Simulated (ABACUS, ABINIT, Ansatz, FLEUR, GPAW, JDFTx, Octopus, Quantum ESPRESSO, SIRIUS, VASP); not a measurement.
# MnS: programs and potentials compared

```
CELL_PARAMETERS angstrom
0.00000 2.60450 2.60450
2.60450 0.00000 2.60450
2.60450 2.60450 0.00000
ATOMIC_POSITIONS crystal
Mn 0.00000 0.00000 0.00000
S 0.50000 0.50000 0.50000
```

Alike in all runs: task single point; functional PBE; k mesh 9 × 9 × 9; occupations fermi-dirac, width 0.05 eV; collinear spin, ferromagnetic start; no spin-orbit coupling. The measured crystal is an antiferromagnetic insulator; the state found here is the runs' own. Pressure is positive in compression and, in plane waves, holds the error of the finite cutoff, which Ansatz's Pulay term estimates and takes out.

```
                                     program and potentials  plane-wave cutoff (eV)                                                                        notes  pressure (GPa)  net moment per atom (μB)
                                         Ansatz, Ansatz PAW                     420  10.5 valence electrons an atom on average; Pulay term of +0.04 GPa included           -2.90                      2.36
   ABACUS, PseudoDojo NC SR 0.4.1 PBE standard, plane waves                    1320                                    10.5 valence electrons an atom on average           -2.04                      2.38
                      JDFTx, PseudoDojo-SR-PBE-0.5-standard                    1306                                    10.5 valence electrons an atom on average           -2.03                      2.38
              Octopus, pseudodojo_pbe (PseudoDojo 0.5, PBE)                       -                                    10.5 valence electrons an atom on average               -                      2.38
                                 FLEUR, all-electron, FLAPW                       -                                                                            -               -                      2.36
                                   ABINIT, JTH PAW PBE v2.0                     707                                    10.5 valence electrons an atom on average           -2.72                      2.36
                  Quantum ESPRESSO, SSSP 1.3 efficiency PBE                     884                                    10.5 valence electrons an atom on average           -2.74                      2.36
             Ansatz, all-electron LAPW, scalar-relativistic                       -                                                                            -           -2.87                      2.36
                 GPAW, GPAW PAW data sets (gpaw-data 1.2.1)                     600                                    10.5 valence electrons an atom on average           -2.99                      2.35
                       VASP, PBE PAW files Mn_pv, S, 520 eV                     520                                     9.5 valence electrons an atom on average           -2.90                      2.36
SIRIUS, PseudoDojo 0.4.1 PBE standard (scalar relativistic)                    1307                                    10.5 valence electrons an atom on average           -2.04                      2.38
```

The pressure spans -2.99 (GPAW, GPAW PAW data sets (gpaw-data 1.2.1)) to -2.03 GPa (JDFTx, PseudoDojo-SR-PBE-0.5-standard), with all-electron results at -2.87. The net moment per atom spans 2.35 (GPAW, GPAW PAW data sets (gpaw-data 1.2.1)) to 2.38 μB (Octopus, pseudodojo_pbe (PseudoDojo 0.5, PBE)), with all-electron results at 2.36. The state is the one that the start led to, which needn't be the lowest.

Differences between rows come from potentials, basis sets and numerical settings, since the functional is the same but for its coding. Runs on potential files found faulty are left out.
